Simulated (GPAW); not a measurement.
Here is a GPAW 26.7.0 calculation.

run.py

```python
from ase import Atoms
from ase.dft.bandgap import bandgap
from ase.io import write
from ase.units import GPa
from gpaw import GPAW, PW

atoms = Atoms(['Mg', 'O', 'O'],
              cell=[[1.604761016, 0.9265092046, 3.4939788749],
                    [-1.604761016, 0.9265092046, 3.4939788749],
                    [0.0, -1.8530184092, 3.4939788749]],
              scaled_positions=[[0.0, 0.0, 0.0],
                                [0.571214, 0.571214, 0.571214],
                                [0.428786, 0.428786, 0.428786]],
              pbc=True)

calc = GPAW(mode=PW(600),
            xc='LDA',
            kpts={'size': (8, 8, 8), 'gamma': True},
            occupations={'name': 'fermi-dirac', 'width': 0.05},
            nbands=21,
            maxiter=120,
            txt='gpaw.txt')
atoms.calc = calc
energy = atoms.get_potential_energy()
forces = atoms.get_forces()
stress = atoms.get_stress()
calc.write('gs.gpw')
write('result.traj', atoms)
print(f'Energy: {energy:.6f} eV')
print('Forces (eV/A):')
print(forces.round(4))
print('Stress (GPa):', (stress / GPa).round(3))
print('Fermi level:', round(calc.get_fermi_level(), 4), 'eV')
print(f'Gap: {bandgap(calc)[0]:.4f} eV, direct: {bandgap(calc, direct=True)[0]:.4f} eV')
```

Potentials or basis: the program's PAW data sets (release 1.2.1) made for this functional, pw.

Run with:

```bash
$ OMP_NUM_THREADS=1 python run.py
```

Problem. Predict the largest force.

Solution. 0.372 eV/Å.

Problem. Estimate the pressure.

Solution. -15.9 GPa.

Forces in eV/Å, atoms in the order of the input:
```
Mg   0.000  0.000  0.000
O    0.000  0.000 -0.372
O    0.000  0.000  0.372
```

Caveat: the cutoff is short for stress and forces, so pressures can be off by a GPa or more; so large a pressure means that the cell lies far from this level's equilibrium, or that cutoff or potentials fall short.
